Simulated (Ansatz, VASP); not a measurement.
# One calculation of Si2Ni, two programs

```
CELL_PARAMETERS angstrom
0.00000 2.70300 2.70300
2.70300 0.00000 2.70300
2.70300 2.70300 0.00000
ATOMIC_POSITIONS crystal
Ni 0.00000 0.00000 0.00000
Si 0.75000 0.75000 0.75000
Si 0.25000 0.25000 0.25000
```

Alike in both runs: task relaxation of cell and atoms; functional RPBE; k mesh 9 × 9 × 9; occupations fermi-dirac, width 0.05 eV; collinear spin.

|  | VASP | Ansatz |
| --- | --- | --- |
| version | VASP 6.6.1 | Ansatz 0.2.0 |
| potentials or method | VASP PAW PBE potentials, release 64 (Ni, Si) | Ansatz PAW |
| plane-wave cutoff (eV) | 600 | 420 |
| valence electrons in the cell | 18 | 26 |

VASP gave:

- gap on the k mesh at the Fermi level, each at its own relaxed structure (eV): none
- net moment per atom (μB): 0.00
- relaxed volume (Å³/atom): 13.72
- relaxed cell length with the largest relative difference (Å): 3.875
- energy change over the relaxation (meV/atom): -10

Q: Which values does Ansatz return?

A: gap on the k mesh at the Fermi level, each at its own relaxed structure (eV): none; net moment per atom (μB): 0.00; relaxed volume (Å³/atom): 13.75; relaxed cell length with the largest relative difference (Å): 3.878; energy change over the relaxation (meV/atom): -11.

A gap of «none» marks a metal or a gap that the smearing closes. The two sets of potentials don't hold the same shells in valence.

Caveats: the PAW data sets were made with another functional, which shifts forces and pressure a little (VASP); the plane-wave basis is chosen anew once the cell has moved, so the energies of steps on either side of that aren't comparable (Ansatz); the PAW data sets come from PBE, with cores solved anew for the run's functional, which leaves a small shift of forces and pressure (Ansatz); the starting moments weren't kept (Ansatz). RPBE and its kin give volumes clearly too large for solids. Zero-point motion and thermal expansion aren't in these numbers.
